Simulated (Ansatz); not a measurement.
Set up this calculation in Ansatz 0.2.0, as the native input.

| Quantity | Value |
| --- | --- |
| Task | relaxation of cell and atoms |
| Functional | HSE06 |
| Potentials or basis | Ansatz PAW |
| Cutoff | 420 eV (not typed: the program's choice for these potentials) |
| k mesh | 6 × 6 × 6 |
| Occupations | fermi-dirac, width 0.05 eV |
| Spin | no spin polarisation |

SnO2:

```
Sn O
1.0
     1.61709    0.93363    4.80059
    -1.61709    0.93363    4.80059
     0.00000   -1.86726    4.80059
Sn O
1 2
Cartesian
  0.0000 0.0000 7.2009
  0.0000 0.0000 10.9861
  0.0000 0.0000 3.4157
```

Measurements of this composition are mostly on another form, of space group No. 136.

The input as run:

input

```
crystal:
  lattice:
    - [1.6170930752, 0.9336291223, 4.800592584]
    - [-1.6170930752, 0.9336291223, 4.800592584]
    - [0.0, -1.8672582446, 4.800592584]
  atoms:
    - { symbol: Sn, position: [0.5, 0.5, 0.5] }
    - { symbol: O, position: [0.76283, 0.76283, 0.76283] }
    - { symbol: O, position: [0.23717, 0.23717, 0.23717] }
hamiltonian:
  xc: hse06
  pseudopotentials: { kind: paw }
kpoints:
  mp_grid: { grid: [6, 6, 6] }
scf:
  occupations: { method: fermi_dirac, width: 0.05 }
output:
  forces: true
  stress: true
  eigenvalues: true
relax:
  f_tol: 0.01
  max_steps: 40
  cell: { stress_tol: 0.05 }
```

It gave:

The relaxed volume is 13.92 Å³/atom. The relaxed cell is a = 5.084 Å, b = 5.084 Å, c = 5.084 Å, α = 36.57°, β = 36.57°, γ = 36.57°, the space group after relaxing (to 0.05 Å) is R-3m (No. 166) and the energy gained by relaxing is 24.6 meV/atom. The ionic steps are 11 and the pressure after relaxing is 0.0 GPa. The band gap on the k mesh is 3.89 eV, indirect (least direct gap 4.08 eV).

Caveat: the plane-wave basis is chosen anew once the cell has moved, so the energies of steps on either side of that aren't comparable; the pressure holds a Pulay correction of +0.6 GPa for the finite cutoff; spin-orbit coupling is left out, which moves the levels of the heavy elements; the PAW data sets come from PBE, with cores solved anew for the run's functional, which leaves a small shift of forces and pressure.

Wall time 3.2 min on 1 × NVIDIA H100 80GB HBM3 with 2 threads of AMD EPYC 7R13 Processor (Zen 3), with other jobs on the host, peak memory 2.8 GiB.
